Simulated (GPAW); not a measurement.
Crystal: Os.

```
CELL_PARAMETERS angstrom
2.73410 0.00000 0.00000
-1.36705 2.36780 0.00000
0.00000 0.00000 4.31970
ATOMIC_POSITIONS crystal
Os 0.66667 0.33333 0.75000
Os 0.33333 0.66667 0.25000
```

```yaml
Program: GPAW 26.7.0
Task: relaxation of cell and atoms
Functional: BLYP
Dispersion: D4
Potentials_or_basis: PAW data sets generated in the run's folder for this functional
Cutoff: 600 eV
Basis: pw
k_mesh: 8 × 8 × 5
Occupations: fermi-dirac, width 0.05 eV
Spin: no spin polarisation
```

At the start: pressure 5.8 GPa; volume 13.98 Å³/atom.

Task: Where does the relaxation end?

Result: Over 5 steps the energy falls by 3.6 meV/atom and the volume is 14.18 Å³/atom (+1.4 %); space group P6_3/mmc (No. 194, to 0.05 Å).

Step by step:
| step | energy change (eV) | largest force (eV/Å) | pressure (GPa) | volume (Å³) |
| --- | --- | --- | --- | --- |
| 1 | 0.0000 | 0.0000 | 5.76 | 27.96 |
| 2 | -0.0068 | 0.0001 | 1.37 | 28.27 |
| 3 | -0.0073 | 0.0000 | 0.02 | 28.37 |
| 4 | -0.0073 | 0.0001 | -0.02 | 28.37 |
| 5 | -0.0073 | 0.0011 | -0.01 | 28.37 |

Final structure:
```cif
data_structure
_symmetry_space_group_name_H-M 'P 1'
_symmetry_Int_Tables_number 1
_cell_length_a 2.7483
_cell_length_b 2.7483
_cell_length_c 4.3367
_cell_angle_alpha 90.000
_cell_angle_beta 90.000
_cell_angle_gamma 120.000
_cell_volume 28.37
loop_
_atom_site_label
_atom_site_type_symbol
_atom_site_fract_x
_atom_site_fract_y
_atom_site_fract_z
_atom_site_occupancy
Os1 Os 0.66667 0.33333 0.75000 1
Os2 Os 0.33333 0.66667 0.25000 1
```

Caveat: later steps reuse the first step's grids; pairwise dispersion overbinds metals, which lowers pressure and volume.
